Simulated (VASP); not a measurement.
Set up this calculation in VASP 6.6.1, as the native input.

| Property | Result |
| --- | --- |
| Task | relaxation of cell and atoms |
| Functional | RPBE |
| Potentials or basis | VASP PAW PBE potentials, release 64 (W_sv, C) |
| Cutoff | 600 eV |
| k mesh | 15 × 15 × 13 |
| Occupations | methfessel-paxton, width 0.1 eV |
| Spin | no spin polarisation |
| Further INCAR settings | ALGO = Normal; EDIFF = 1e-06; IBRION = 2; EDIFFG = -0.01; NSW = 90; ISIF = 3 |

The structure of WC (Qusongite) lies in POSCAR:

```
WC
1.0
    2.9065000000      0.0000000000      0.0000000000
   -1.4532500000      2.5171028361      0.0000000000
    0.0000000000      0.0000000000      2.8366000000
W C
1 1
Direct
    0.0000000000      0.0000000000      0.0000000000
    0.6666666667      0.3333333333      0.5000000000
```

One way to write it, as run:

INCAR

```
SYSTEM = WC
  PREC = Accurate
  ENCUT = 600
  EDIFF = 1E-6
  ISMEAR = 1
  SIGMA = 0.1
  LREAL = .FALSE.
  LASPH = .TRUE.
  NELM = 80
  ALGO = Normal
  ISIF = 3
  LWAVE = .FALSE.
  LCHARG = .FALSE.
  GGA = RP
  IBRION = 2
  NSW = 90
  EDIFFG = -0.01
```

KPOINTS

```
Automatic mesh
0
G
  15 15 13
  0 0 0
```

Potentials or basis: VASP PAW PBE potentials, release 64 (W_sv, C).

Launch:

```sh
$ cat potpaw_PBE.64/W_sv/POTCAR potpaw_PBE.64/C/POTCAR > POTCAR
$ mpirun -np 1 vasp_std > vasp.out
```

It gave:

```
Relaxed volume                         : 10.67 Å³/atom
Relaxed cell                           : a = 2.935 Å, b = 2.935 Å, c = 2.860 Å, α = 90.00°, β = 90.00°, γ = 120.00°
Space group after relaxing (to 0.05 Å) : P-6m2 (No. 187)
Energy gained by relaxing              : 9.6 meV/atom
Ionic steps                            : 9
Pressure after relaxing                : 0.0 GPa
Band gap on the k mesh                 : none (metal or under the smearing width)
```

Caveat: the PAW data sets were made with another functional, which shifts forces and pressure a little.

It took 72 s on 1 thread of Intel(R) Xeon(R) 6975P-C (Granite Rapids), on a shared host, peak memory 0.21 GiB.
